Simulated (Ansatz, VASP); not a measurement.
**Zn in VASP and in Ansatz**

Contents of INCAR:

```
PREC = Accurate
ENCUT = 520
EDIFF = 1E-6
ISMEAR = -1
SIGMA = 0.1
LREAL = False
LASPH = True
NELM = 80
ALGO = Normal
ISIF = 2
LWAVE = False
LCHARG = False
GGA = PE
NBANDS = 19
```

Contents of KPOINTS:

```
Automatic mesh
0
Gamma
  11 11 11
```

POSCAR

```
Zn
1.0
    0.0000000000      3.0245488527      3.0245488527
    3.0245488527      0.0000000000      3.0245488527
    3.0245488527      3.0245488527      0.0000000000
Zn
2
Direct
    0.1250000000      0.1250000000      0.1250000000
    0.8750000000      0.8750000000      0.8750000000
```

Input for Ansatz:

```yaml
crystal:
  lattice:
    - [0.0, 3.0245488527, 3.0245488527]
    - [3.0245488527, 0.0, 3.0245488527]
    - [3.0245488527, 3.0245488527, 0.0]
  atoms:
    - { symbol: Zn, position: [0.125, 0.125, 0.125] }
    - { symbol: Zn, position: [0.875, 0.875, 0.875] }
hamiltonian:
  xc: pbe
  pseudopotentials:
    kind: paw
    azcp:
      Zn: "pseudopotentials/Zn.paw.azcp"
basis:
  ecutwfc: 420
  fft_grid_basis: typed
kpoints:
  mp_grid: { grid: [11, 11, 11], shift: [0, 0, 0] }
magnetization:
  spin_polarized: false
scf:
  occupations: { method: fermi_dirac, width: 0.1 }
  lower_state_search: "off"
output:
  stress: true
```

Alike in both runs: task single point; functional PBE; k mesh 11 × 11 × 11; occupations fermi-dirac, width 0.1 eV; no spin polarisation.

|  | VASP | Ansatz |
| --- | --- | --- |
| version | VASP 6.6.1 | Ansatz 0.2.0 |
| potentials or method | VASP PAW PBE potentials, release 64 (Zn) | plane waves (420 eV) with PAW, scalar-relativistic |
| plane-wave cutoff (eV) | 520 | 420 |
| valence electrons in the cell | 24 | 24 |

|  | VASP | Ansatz | Ansatz less VASP |
| --- | --- | --- | --- |
| pressure (GPa) | -2.1 | -2.1 | -0.07 |
